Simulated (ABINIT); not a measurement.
Runs of ABINIT 10.8.3 (patched build) on CO2. It takes space group I-42d (No. 122, tetragonal). Conventional cell: a = 3.949 Å, b = 3.949 Å, c = 6.028 Å, α = 90.00°, β = 90.00°, γ = 90.00°. O (site symmetry 2) is surrounded by 2 C at 1.40 Å. C (site symmetry -4) is surrounded by 4 O at 1.40 Å. The cell comes from a database or a generator and needn't be the stable form of this composition.

```tsv
task	level	potentials or basis	k mesh	cutoff (eV)	fine-grid cutoff	mesh quality	gap on the mesh (eV)	pressure (GPa)	largest force (eV/Å)
single point	PBEsol	JTH PAW PBE v2.0	4 × 4 × 4	626	1224.51 eV	coarse	(d)	-6.9	0.25
band structure	LDA-PZ	JTH PAW LDA v2.0	9 × 9 × 9	626	1224.51 eV	not flagged	7.41	-14.2	(a)
single point	LDA	JTH PAW LDA v2.0	4 × 4 × 4	626	1224.51 eV	coarse	7.40	-14.6	0.59
single point	r2SCAN	JTH PAW PBE v2.0	4 × 4 × 4	762	1360.57 eV	coarse	8.44	(c)	(b)
single point	PBEsol	JTH PAW PBE v2.0	7 × 7 × 7	626	1224.51 eV	not flagged	7.55	-6.8	0.25
single point	PBE	JTH PAW PBE v2.0	4 × 4 × 4	626	1224.51 eV	coarse	7.67	-0.9	0.07
single point	LDA	JTH PAW LDA v2.0	5 × 5 × 5	626	1224.51 eV	coarse	7.43	-14.6	0.59
band structure	LDA	JTH PAW LDA v2.0	9 × 9 × 9	626	1224.51 eV	not flagged	7.41	-14.6	0.59
```

Alike in all rows: no spin polarisation; cell as given; smearing fermi-dirac 0.05 eV.

Task: Fill in the values left out.

Result: (a) 0.56; (b) 0.36; (c) -6.5; (d) 7.54.

Caveats: some runs use coarse meshes; the atomic spheres overlap; the PAW data sets were made with another functional, which shifts forces and pressure a little (some runs); an odd mesh through Γ misses points on the zone boundary, where band edges often lie (some runs).
